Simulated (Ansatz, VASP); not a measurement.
This is a calculation of HfC for Ansatz 0.2.0.

The input input.yaml:

```yaml
crystal:
  lattice:
    - [3.3428660531, 0.0, 0.0]
    - [-1.6714330265, 2.8950069234, 0.0]
    - [0.0, 0.0, 5.202714]
  atoms:
    - { symbol: Hf, position: [0.3333333333, 0.6666666667, 0.25] }
    - { symbol: Hf, position: [0.6666666667, 0.3333333333, 0.75] }
    - { symbol: C, position: [0.0, 0.0, 0.5] }
    - { symbol: C, position: [0.0, 0.0, 0.0] }
hamiltonian:
  xc: pbesol
  pseudopotentials: { kind: paw }
kpoints:
  mp_grid: { grid: [9, 9, 5] }
scf:
  occupations: { method: fermi_dirac, width: 0.05 }
output:
  forces: true
  stress: true
  eigenvalues: true
```

Potentials or basis: Ansatz PAW.

The run is started by

```bash
$ ansatz run input.yaml --threads 1 --pin off --max-ram 3584MiB --backend cpu --events-out ev --progress --plain --runs-dir out
```

Task: Translate it to VASP 6.6.1. Potentials there: VASP PAW PBE potentials, release 64 (Hf_pv, C).

Result: As run (the cutoff follows the program's own potentials):

INCAR

```
ALGO = Normal ; EDIFF = 1E-7
ENCUT = 520 ; GGA = PS
ISIF = 2 ; ISMEAR = -1
LASPH = T ; LCHARG = F
LREAL = F ; LWAVE = F
NBANDS = 22 ; NELM = 60
PREC = Accurate ; SIGMA = 0.05
```

Contents of KPOINTS:

```
k-points
0
Gamma
  9 9 5
```

Contents of POSCAR:

```
HfC
1.0
    3.3428660531      0.0000000000      0.0000000000
   -1.6714330265      2.8950069234      0.0000000000
    0.0000000000      0.0000000000      5.2027140000
Hf C
2 2
Direct
    0.3333333333      0.6666666667      0.2500000000
    0.6666666667      0.3333333333      0.7500000000
    0.0000000000      0.0000000000      0.5000000000
    0.0000000000      0.0000000000      0.0000000000
```

Potentials or basis: VASP PAW PBE potentials, release 64 (Hf_pv, C).

Launch:

```bash
$ cat potpaw_PBE.64/Hf_pv/POTCAR potpaw_PBE.64/C/POTCAR > POTCAR
$ mpirun -np 1 vasp_std > vasp.out
```

Both were run:

|  | VASP | Ansatz | Ansatz less VASP |
| --- | --- | --- | --- |
| gap on the k mesh at the Fermi level (eV) | none | none | - |
| pressure (GPa) | -7.9 | -7.4 | +0.52 |
| largest component of the traceless stress (GPa) | 2.09 | 2.06 | -0.022 |

A gap of «none» marks a metal or a gap that the smearing closes. The two sets of potentials don't hold the same shells in valence.

Caveats: the PAW data sets were made with another functional, which shifts forces and pressure a little (VASP); the PAW data sets come from PBE, with cores solved anew for the run's functional, which leaves a small shift of forces and pressure (Ansatz). Spin-orbit coupling is left out, which matters for the levels of Hf.
